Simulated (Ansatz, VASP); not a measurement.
This is a calculation of PbSe for VASP 6.6.1.

File INCAR:

```
  PREC = Accurate
  ENCUT = 520
  EDIFF = 1E-6
  ISMEAR = -1
  SIGMA = 0.05
  LREAL = F
  LASPH = T
  NELM = 60
  ALGO = Normal
  ISIF = 2
  LWAVE = F
  LCHARG = F
  GGA = CA
  NBANDS = 17
```

Contents of KPOINTS:

```
Automatic mesh
0
Gamma
  7 7 7
```

File POSCAR:

```
PbSe
1.0
    3.7331762438      0.0000000000      0.0000000000
    0.0000000000      3.7331762438      0.0000000000
    0.0000000000      0.0000000000      3.7331762438
Pb Se
1 1
Direct
    0.0000000000      0.0000000000      0.0000000000
    0.5000000000      0.5000000000      0.5000000000
```

Potentials or basis: VASP PAW LDA potentials, release 64 (Pb_d, Se).

Launch:

```console
$ cat potpaw_LDA.64/Pb_d/POTCAR potpaw_LDA.64/Se/POTCAR > POTCAR
$ mpirun -np 1 vasp_std > vasp.out
```

Problem. Translate it to Ansatz 0.2.0. Potentials there: all-electron LAPW, scalar-relativistic.

Solution. As run (the cutoff follows the program's own potentials):

File input.yaml:

```yaml
crystal:
  lattice:
    - [3.7331762438, 0.0, 0.0]
    - [0.0, 3.7331762438, 0.0]
    - [0.0, 0.0, 3.7331762438]
  atoms:
    - { symbol: Pb, position: [0.0, 0.0, 0.0] }
    - { symbol: Se, position: [0.5, 0.5, 0.5] }
kpoints:
  mp_grid: { grid: [7, 7, 7] }
scf:
  occupations: { method: fermi_dirac, width: 0.05 }
hamiltonian:
  xc: lda
  pseudopotentials: { kind: all_electron, lapw: { basis_error: 0.001 } }
output:
  forces: true
  stress: true
  eigenvalues: true
```

Potentials or basis: all-electron LAPW, scalar-relativistic.

Launch:

```console
$ ansatz run input.yaml --threads 1 --pin off --max-ram 3072MiB --backend cpu --events-out ev --progress --plain --runs-dir out
```

Both were run:

|  | VASP | Ansatz | Ansatz less VASP |
| --- | --- | --- | --- |
| gap on the k mesh at the Fermi level (eV) | none | none | - |
| pressure (GPa) | -2.9 | -3.0 | -0.08 |

A gap of «none» marks a metal or a gap that the smearing closes. Ansatz ran all-electron here, so the differences hold the error of VASP's frozen core and of both bases.

The runs have no spin-orbit coupling, so splittings on Pb are missing.
